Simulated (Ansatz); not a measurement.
A (100) slab of GaN (P6_3mc (No. 186)), 8 planes, outer planes GaN (top) and GaN (bottom), with 16 atoms (Ga8N8) in a surface cell of A = 16.503 Å², as cut from the bulk:

```xyz
16
Lattice="3.1826 0.0000 0.0000 0.0000 5.1854 0.0000 0.0000 0.0000 24.1873" Properties=species:S:1:pos:R:3 pbc="T T T"
Ga    0.0000    0.0042    7.5000
N     0.0000    3.2367    7.5000
Ga    1.5913    2.5969    8.4187
N     1.5913    0.6440    8.4187
Ga    1.5913    0.0042   10.2562
N     1.5913    3.2367   10.2562
Ga    0.0000    2.5969   11.1749
N     0.0000    0.6440   11.1749
Ga    0.0000    0.0042   13.0124
N     0.0000    3.2367   13.0124
Ga    1.5913    2.5969   13.9311
N     1.5913    0.6440   13.9311
Ga    1.5913    0.0042   15.7686
N     1.5913    3.2367   15.7686
Ga    0.0000    2.5969   16.6873
N     0.0000    0.6440   16.6873
```

All numbers below come from DFT PBEsol, scalar-relativistic, plane waves, PAW (Ansatz 0.2.0). Settings: cutoff 420 eV, Γ-centred mesh 8×5×1 on the computed 16-atom cell, Gaussian smearing of 0.05 eV; no spin polarisation. The cell repeats along c with a dipole correction in the vacuum.

Against the same 16 atoms in the bulk, the slab as cut lies 4.714 eV higher and the relaxed slab 3.653 eV higher.

(1) Work out the surface energy before and after relaxation.

(2) What is the ideal work of this cut, per area?

## Answers

(1) The slab has two faces, so γ = (E_slab − N·E_bulk)/(2A), the mean of both. As cut: 4.714/(2 × 16.503) = 0.1428 eV/Å², and 1 eV/Å² = 16.02 J/m², so γ = 2.29 J/m². Relaxed: 3.653/(2 × 16.503) = 0.1107 eV/Å² = 1.77 J/m². Relaxation recovers 23 % of the cost of cutting.

(2) Griffith's ideal work is 2γ: 4.58 J/m² if the new faces stay rigid, 3.55 J/m² if they relax. Other cuts parallel to this plane can cost less. One thickness was run, 8 planes, so γ can still shift with it.

Relaxation lowers the surface energy from 2.29 to 1.77 J/m², a sizeable gain for a face that keeps its bulk stoichiometry. The cut runs through the wider of the two interplanar spacings and severs one Ga–N bond per surface atom; a parallel cut through the narrow spacing would break more bonds and probably cost more.

Each face exposes equal numbers of Ga and N, so the electrons of the broken bonds can be accommodated without a change in composition: the Ga dangling states empty into the lower-lying N ones, which become lone pairs. Threefold Ga then favours a flatter, more planar bonding arrangement, while N stays pyramidal. The relaxation energy therefore probably comes largely from a buckling of the surface Ga–N pairs, with Ga moving inward, as is well known for non-polar wurtzite faces.

The energies support a substantial relaxation of the clean, stoichiometric surface, but don't establish that this termination remains preferred under Ga-rich growth or in the presence of adsorbates.
